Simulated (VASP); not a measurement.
# Ge2H in VASP: relaxation of the atoms with PBEsol

Aim: the relaxation of the atoms of Ge2H with PBEsol.

All numbers are computed with VASP 6.6.1; they aren't measurements. Logs are shortened: lines on timing, memory, paths and dates and some standing lists are left out, and cuts for length are marked.

### 1 The slab as given

The cell holds a slab with vacuum, 36 atoms: a = 8.054 Å, b = 8.054 Å, c = 24.299 Å, α = 90.00°, β = 90.00°, γ = 90.00°.

### 2 Relaxation of the atoms, PBEsol

Contents of INCAR:

```
PREC = Accurate
ENCUT = 300
EDIFF = 1E-7
ISMEAR = 0
SIGMA = 0.03
LREAL = F
LASPH = T
NELM = 100
ALGO = Fast
ISIF = 2
LWAVE = F
LCHARG = F
GGA = PS
IBRION = 2
NSW = 40
EDIFFG = -0.005
KPAR = 4
```

Contents of KPOINTS:

```
Automatic mesh
0
Gamma
  4 4 1
```

Contents of POSCAR:

```
Ge2H
1.0
    8.0539462400      0.0000000000      0.0000000000
    0.0000000000      8.0539462400      0.0000000000
    0.0000000000      0.0000000000     24.2991819000
Ge H
24 12
Selective dynamics
Direct
    0.0000000000      0.0972798300      0.6308517700  T T T
    0.0000000000      0.4027201700      0.6308517700  T T T
    0.5000000000      0.0972798300      0.6308517700  T T T
    0.5000000000      0.4027201700      0.6308517700  T T T
    0.2500000000      0.0000000000      0.5825476700  T T T
    0.2500000000      0.5000000000      0.5825476700  T T T
    0.7500000000      0.0000000000      0.5825476700  T T T
    0.7500000000      0.5000000000      0.5825476700  T T T
    0.2500000000      0.2500000000      0.5239551700  T T T
    0.2500000000      0.7500000000      0.5239551700  T T T
    0.7500000000      0.2500000000      0.5239551700  T T T
    0.7500000000      0.7500000000      0.5239551700  T T T
    0.0000000000      0.2500000000      0.4653626600  T T T
    0.0000000000      0.7500000000      0.4653626600  T T T
    0.5000000000      0.2500000000      0.4653626600  T T T
    0.5000000000      0.7500000000      0.4653626600  T T T
    0.0000000000      0.0000000000      0.4067701500  T T T
    0.0000000000      0.5000000000      0.4067701500  T T T
    0.5000000000      0.0000000000      0.4067701500  T T T
    0.5000000000      0.5000000000      0.4067701500  T T T
    0.2500000000      0.0000000000      0.3481776400  F F F
    0.2500000000      0.5000000000      0.3481776400  F F F
    0.7500000000      0.0000000000      0.3481776400  F F F
    0.7500000000      0.5000000000      0.3481776400  F F F
    0.2500000000      0.1526328500      0.3086523700  F F F
    0.2500000000      0.8473671500      0.3086523700  F F F
    0.2500000000      0.6526328500      0.3086523700  F F F
    0.2500000000      0.3473671500      0.3086523700  F F F
    0.7500000000      0.1526328500      0.3086523700  F F F
    0.7500000000      0.8473671500      0.3086523700  F F F
    0.7500000000      0.6526328500      0.3086523700  F F F
    0.7500000000      0.3473671500      0.3086523700  F F F
    0.0000000000      0.0351984700      0.6913476300  T T T
    0.0000000000      0.4648015300      0.6913476300  T T T
    0.5000000000      0.0351984700      0.6913476300  T T T
    0.5000000000      0.4648015300      0.6913476300  T T T
```

Potentials or basis: VASP PAW PBE potentials, release 64 (Ge, H).

On the command line:

```sh
cat potpaw_PBE.64/Ge/POTCAR potpaw_PBE.64/H/POTCAR > POTCAR
mpirun -np 4 vasp_std > vasp.out
```

OUTCAR:

```text
PREC = Accurate
   ENCUT = 300
   EDIFF = 1E-7
   ISMEAR = 0
   LREAL = F
   LASPH = T
   NELM = 100
   ISIF = 2
   GGA = PS
   IBRION = 2
   NSW = 40
   EDIFFG = -0.005

 ion  position               nearest neighbor table
   1  0.000  0.097  0.631-  33 1.55   7 2.46   5 2.46   2 2.46
   2  0.000  0.403  0.631-  34 1.55   8 2.46   6 2.46   1 2.46
   3  0.500  0.097  0.631-  35 1.55   7 2.46   5 2.46   4 2.46
   4  0.500  0.403  0.631-  36 1.55   8 2.46   6 2.46   3 2.46
   5  0.250  0.000  0.583-   1 2.46   3 2.46   9 2.47  10 2.47
   6  0.250  0.500  0.583-   2 2.46   4 2.46   9 2.47  10 2.47
[... 16 lines left out ...]
  23  0.750  0.000  0.348-  29 1.56  30 1.56  17 2.47  19 2.47
  24  0.750  0.500  0.348-  31 1.56  32 1.56  18 2.47  20 2.47
  25  0.250  0.153  0.309-  21 1.56
  26  0.250  0.847  0.309-  21 1.56
  27  0.250  0.653  0.309-  22 1.56
  28  0.250  0.347  0.309-  22 1.56
  29  0.750  0.153  0.309-  23 1.56
  30  0.750  0.847  0.309-  23 1.56
  31  0.750  0.653  0.309-  24 1.56
  32  0.750  0.347  0.309-  24 1.56
  33  0.000  0.035  0.691-   1 1.55
  34  0.000  0.465  0.691-   2 1.55
  35  0.500  0.035  0.691-   3 1.55
  36  0.500  0.465  0.691-   4 1.55

  LATTYP: Found a simple tetragonal cell.
 ALAT       =     8.0539462400
 C/A-ratio  =     3.0170529050

  Lattice vectors:

 A1 = (   8.0539462400,   0.0000000000,   0.0000000000)
 A2 = (   0.0000000000,   8.0539462400,   0.0000000000)
 A3 = (   0.0000000000,   0.0000000000,  24.2991819000)

Analysis of symmetry for initial positions (statically):
=====================================================================
 Subroutine PRICEL returns following result:

  LATTYP: Found a simple orthorhombic cell.
 ALAT       =     4.0269731200
 B/A-ratio  =     2.0000000000
 C/A-ratio  =     6.0341058100
[... 12 lines left out ...]
 Subroutine GETGRP returns: Found  4 space group operations
 (whereof  2 operations were pure point group operations)
 out of a pool of 16 trial point group operations.

The static configuration has the point symmetry C_1h.
 The point group associated with its full space group is C_2v.

Analysis of symmetry for dynamics (positions and initial velocities):
=====================================================================
 Subroutine PRICEL returns following result:

  LATTYP: Found a simple orthorhombic cell.
 ALAT       =     4.0269731200
 B/A-ratio  =     2.0000000000
 C/A-ratio  =     6.0341058100
[... 12 lines left out ...]
 Subroutine GETGRP returns: Found  4 space group operations
 (whereof  2 operations were pure point group operations)
 out of a pool of 16 trial point group operations.

The dynamic configuration has the point symmetry C_1h.
 The point group associated with its full space group is C_2v.

Analysis of constrained symmetry for selective dynamics:
=====================================================================
 Subroutine PRICEL returns following result:

  LATTYP: Found a simple orthorhombic cell.
 ALAT       =     4.0269731200
 B/A-ratio  =     2.0000000000
 C/A-ratio  =     6.0341058100
[... 12 lines left out ...]
 Subroutine GETGRP returns: Found  4 space group operations
 (whereof  2 operations were pure point group operations)
 out of a pool of 16 trial point group operations.

The constrained configuration has the point symmetry C_1h.
 The point group associated with its full space group is C_2v.

 Subroutine INISYM returns: Found  4 space group operations
 (whereof  2 operations are pure point group operations),
 and found     2 'primitive' translations

----------------------------------------------------------------------------------------

                                     Primitive cell

  volume of cell :     788.0960

  direct lattice vectors                    reciprocal lattice vectors
     4.026973120  0.000000000  0.000000000     0.248325472  0.000000000  0.000000000
     0.000000000  8.053946240  0.000000000     0.000000000  0.124162736  0.000000000
     0.000000000  0.000000000 24.299181900     0.000000000  0.000000000  0.041153649

  length of vectors
[... 63 lines left out ...]

 Subroutine IBZKPT returns following result:
 ===========================================

 Found      9 irreducible k-points:

 Following reciprocal coordinates:
            Coordinates               Weight
  0.000000  0.000000  0.000000      1.000000
  0.250000  0.000000  0.000000      2.000000
  0.000000  0.250000  0.000000      2.000000
  0.500000  0.000000  0.000000      1.000000
  0.000000  0.500000  0.000000      1.000000
  0.250000  0.250000  0.000000      4.000000
  0.500000  0.250000  0.000000      2.000000
 -0.250000  0.500000  0.000000      2.000000
  0.500000  0.500000  0.000000      1.000000
   k-points           NKPTS =      9   k-points in BZ     NKDIM =      9   number of bands    NBANDS=     73
   number of dos      NEDOS =    301   number of ions     NIONS =     36
   total plane-waves  NPLWV = 322560
   dimension x,y,z NGX =    48 NGY =   48 NGZ =  140
   dimension x,y,z NGXF=    96 NGYF=   96 NGZF=  280
   ions per type =              24  12
   NGX,Y,Z   is equivalent  to a cutoff of   9.91,  9.91,  9.58 a.u.
   NGXF,Y,Z  is equivalent  to a cutoff of  19.82, 19.82, 19.16 a.u.
 SYSTEM =  unknown system
   PREC   = accura    normal or accurate (medium, high low for compatibility)
   ISTART =      0    job   : 0-new  1-cont  2-samecut
   ICHARG =      2    charge: 1-file 2-atom 10-const
   ISPIN  =      1    spin polarized calculation?
   LNONCOLLINEAR =      F non collinear calculations
   LSORBIT =      F    spin-orbit coupling
   LASPH  =      T    aspherical Exc in radial PAW
   ENCUT  =  300.0 eV  22.05 Ry    4.70 a.u.  11.37 11.37 34.32*2*pi/ulx,y,z
   NELM   =    100;   NELMIN=  2; NELMDL= -5     # of ELM steps
   EDIFF  = 0.1E-06   stopping-criterion for ELM
   LREAL  =      F    real-space projection
   EDIFFG = -.5E-02   stopping-criterion for IOM
   NSW    =     40    number of steps for IOM
   IBRION =      2    ionic relax: 0-MD 1-quasi-New 2-CG
   NFREE  =      1    steps in history (QN), initial steepest desc. (CG)
   ISIF   =      2    stress and relaxation
   ISYM   =      2    0-nonsym 1-usesym 2-fastsym
   POTIM  = 0.5000    time-step for ionic-motion
   TEBEG  =    0.0;   TEEND  =   0.0 temperature during run
   PSTRESS=    0.0 pullay stress
   NELECT =     108.0000    total number of electrons
   NUPDOWN=      -1.0000    fix difference up-down
   EMIN   =  10.00;   EMAX   =-10.00  energy-range for DOS
   EFERMI =   0.00;   METHOD = LEGACY
   ISMEAR =     0;   SIGMA  =   0.03  broadening in eV -4-tet -1-fermi 0-gaus
   EFERMI_NEDOS =   21; number of points for ismear=-14 and -15
   IALGO  =     68    algorithm
   IMIX   =      4    mixing-type and parameters
     AMIX     =   0.40;   BMIX     =  1.00
     AMIX_MAG =   1.60;   BMIX_MAG =  1.00
  volume/ion in A,a.u.               =      43.78       295.46
  Fermi-wavevector in a.u.,A,eV,Ry     =   0.669905  1.265936  6.105919  0.448772
  Thomas-Fermi vector in A             =   1.745261
   LORBIT       =      0    0 simple, 1 ext, 2 COOP (PROOUT), +10 PAW based schemes
   GGA     = PS    functional components
   LHFCALC =     F    Hartree Fock is set to
   AEXX    =    0.0000 exact exchange contribution
   IVDW    =     0    specifies the selected vdW correction
   LEPSILON=     F    determine dielectric tensor
   LRPA    =     F    only Hartree local field effects (RPA)
 conjugate gradient relaxation of ions
 non-spin polarized calculation
 RMM-DIIS sequential band-by-band and
 Gauss-broadening in eV      SIGMA  =   0.03
  energy-cutoff  :      300.00
  volume of cell :     1576.19
 maximum number of plane-waves:     18608
 NGX is ok and might be reduce to    48
   NGX = 23   NGY = 23   NGZ = 69

--------------------------------------- Ionic step        1  -------------------------------------------

 number of electron     108.0000050 magnetization

 Free energy of the ion-electron system (eV)
  ---------------------------------------------------
  ext. energy  EPLUGINS =         0.00000000
  ---------------------------------------------------
  free energy    TOTEN  =      -152.02255564 eV

  energy without entropy =     -152.02255564  energy(sigma->0) =     -152.02255564

------------------------ aborting loop because EDIFF is reached ----------------------------------------

  FORCE on cell =-STRESS in cart. coord.  units (eV):
  Direction    XX          YY          ZZ          XY          YZ          ZX
  --------------------------------------------------------------------------------------
  -------------------------------------------------------------------------------------
  Total       -1.8591075      2.0818644     -0.5411060      0.0000000      0.0000000      0.0000000
  in kB       -1.8897571      2.1161864     -0.5500267      0.0000000      0.0000000      0.0000000
  external PRESSURE =      -0.1078658 kB  Pullay stress =       0.0000000 kB
[... 191 lines left out ...]
  FREE ENERGIE OF THE ION-ELECTRON SYSTEM (eV)
  ---------------------------------------------------
  free  energy   TOTEN  =      -152.2024982028 eV

  energy  without entropy=     -152.2024982028  energy(sigma->0) =     -152.20249820

[... ionic steps 4 to 22 ...]

--------------------------------------- Ionic step       23  -------------------------------------------

 number of electron     108.0000050 magnetization

------------------------ aborting loop because EDIFF is reached ----------------------------------------
[... 135 lines left out ...]
--------------------------------------- Ionic step       25  -------------------------------------------

 number of electron     108.0000049 magnetization

 Free energy of the ion-electron system (eV)
  ---------------------------------------------------
  ext. energy  EPLUGINS =         0.00000000
  ---------------------------------------------------
  free energy    TOTEN  =      -152.37415715 eV

  energy without entropy =     -152.37415715  energy(sigma->0) =     -152.37415715

 E-fermi :  -1.7941     XC(G=0):  -4.0749

 val. band max:       -1.9623158677   @ k =   0.0000   0.5000   0.0000
 cond. band min:      -1.0267264199   @ k =   0.0000   0.0000   0.0000
 fundamental gap:      0.9355894478
 Fermi energy:        -1.7940819957

 k-point     1 :       0.0000    0.0000    0.0000
  band No.  band energies     occupation
      1     -13.8046      2.00000
      2     -13.0550      2.00000
      3     -12.1415      2.00000
      4     -12.0968      2.00000
      5     -12.0708      2.00000
      6     -12.0700      2.00000
[... 610 lines left out ...]
     65       1.3539      0.00000
     66       1.3539      0.00000
 [bands above 66 left out]

------------------------ aborting loop because EDIFF is reached ----------------------------------------

  FORCE on cell =-STRESS in cart. coord.  units (eV):
  Direction    XX          YY          ZZ          XY          YZ          ZX
  --------------------------------------------------------------------------------------
  -------------------------------------------------------------------------------------
  Total       -1.4165750      1.3843130     -2.5931427      0.0000000      0.0000000      0.0000000
  in kB       -1.4399289      1.4071350     -2.6358937      0.0000000      0.0000000      0.0000000
  external PRESSURE =      -0.8895625 kB  Pullay stress =       0.0000000 kB
[... 51 lines left out ...]
  FREE ENERGIE OF THE ION-ELECTRON SYSTEM (eV)
  ---------------------------------------------------
  free  energy   TOTEN  =      -152.3741571549 eV

  energy  without entropy=     -152.3741571549  energy(sigma->0) =     -152.37415715

 reached required accuracy - stopping structural energy minimisation
```

Run time: 2 h. Hardware: 4 MPI ranks of Intel Xeon Platinum 8375C at 2.90GHz (Ice Lake), shared host; peak memory 0.97 GiB.

What came out:

* Free energy: -152.3742 eV
* Energy gained by relaxing: 9.8 meV/atom
* Ionic steps: 25
* Band gap on the k mesh: 0.94 eV

Step by step:
| step | energy change (eV) | largest force (eV/Å) | pressure (GPa) |
| --- | --- | --- | --- |
| 1 | 0.0000 | 0.8117 | -0.01 |
| 2 | -0.1478 | 0.4034 | -0.01 |
| 3 | -0.1799 | 0.4574 | -0.01 |
| 4 | -0.2544 | 0.3080 | -0.04 |
| 5 | -0.2866 | 0.2771 | -0.06 |
| 6 | -0.3223 | 0.2195 | -0.08 |
| 7 | -0.3286 | 0.2660 | -0.09 |
| 8 | -0.3411 | 0.2899 | -0.09 |
| 9 | -0.3415 | 0.2954 | -0.09 |
| 10 | -0.3460 | 0.3092 | -0.10 |
| 11 | -0.3462 | 0.3122 | -0.11 |
| 12 | -0.3486 | 0.3074 | -0.09 |
| 13 | -0.3487 | 0.3080 | -0.09 |
| 14 | -0.3503 | 0.2904 | -0.08 |
| 15 | -0.3503 | 0.2887 | -0.08 |
| 16 | -0.3506 | 0.2866 | -0.08 |
| 17 | -0.3506 | 0.2866 | -0.08 |
| 18 | -0.3509 | 0.2885 | -0.08 |
| 19 | -0.3513 | 0.2945 | -0.08 |
| 20 | -0.3515 | 0.2924 | -0.09 |
| 21 | -0.3515 | 0.2919 | -0.09 |
| 22 | -0.3516 | 0.2902 | -0.09 |
| 23 | -0.3516 | 0.2900 | -0.09 |
| 24 | -0.3516 | 0.2916 | -0.09 |
| 25 | -0.3516 | 0.2913 | -0.09 |

Final structure:
```
CELL_PARAMETERS angstrom
8.05395 0.00000 0.00000
0.00000 8.05395 0.00000
0.00000 0.00000 24.29918
ATOMIC_POSITIONS crystal
Ge 0.00000 0.09453 0.63274
Ge 0.00000 0.40547 0.63274
Ge 0.50000 0.09453 0.63274
Ge 0.50000 0.40547 0.63274
Ge 0.25000 0.01463 0.58087
Ge 0.25000 0.48537 0.58087
Ge 0.75000 0.01463 0.58087
Ge 0.75000 0.48537 0.58087
Ge 0.25000 0.25000 0.51656
Ge 0.25000 0.75000 0.52750
Ge 0.75000 0.25000 0.51656
Ge 0.75000 0.75000 0.52750
Ge 0.00000 0.25000 0.46026
Ge 0.00000 0.75000 0.46714
Ge 0.50000 0.25000 0.46026
Ge 0.50000 0.75000 0.46714
Ge 0.00000 0.99623 0.40530
Ge 0.00000 0.50377 0.40530
Ge 0.50000 0.99623 0.40530
Ge 0.50000 0.50377 0.40530
Ge 0.25000 0.00000 0.34818
Ge 0.25000 0.50000 0.34818
Ge 0.75000 0.00000 0.34818
Ge 0.75000 0.50000 0.34818
H 0.25000 0.15263 0.30865
H 0.25000 0.84737 0.30865
H 0.25000 0.65263 0.30865
H 0.25000 0.34737 0.30865
H 0.75000 0.15263 0.30865
H 0.75000 0.84737 0.30865
H 0.75000 0.65263 0.30865
H 0.75000 0.34737 0.30865
H 0.00000 0.02831 0.69325
H 0.00000 0.47169 0.69325
H 0.50000 0.02831 0.69325
H 0.50000 0.47169 0.69325
```

Levels at points of the mesh, in eV from the valence-band top:
```csv
k point,band 51,band 52,band 53,band 54,band 55,band 56,band 57,band 58
"(0.00, 0.00, 0.00)",-0.76,-0.45,-0.26,-0.12,0.94,1.19,1.45,1.51
"(0.50, 0.00, 0.00)",-0.94,-0.94,-0.33,-0.33,1.48,1.48,1.80,1.80
"(0.00, 0.50, 0.00)",-0.80,-0.66,-0.19,0.00,1.32,1.56,1.72,1.80
"(0.50, 0.50, 0.00)",-1.19,-1.19,-0.80,-0.80,1.96,1.96,2.14,2.14
```

Caveat: the cutoff is under 1.25 times the usual one of these potentials, so pressure, stress and relaxed cells hold a basis-set (Pulay) error; the PAW data sets were made with another functional, which shifts forces and pressure a little.
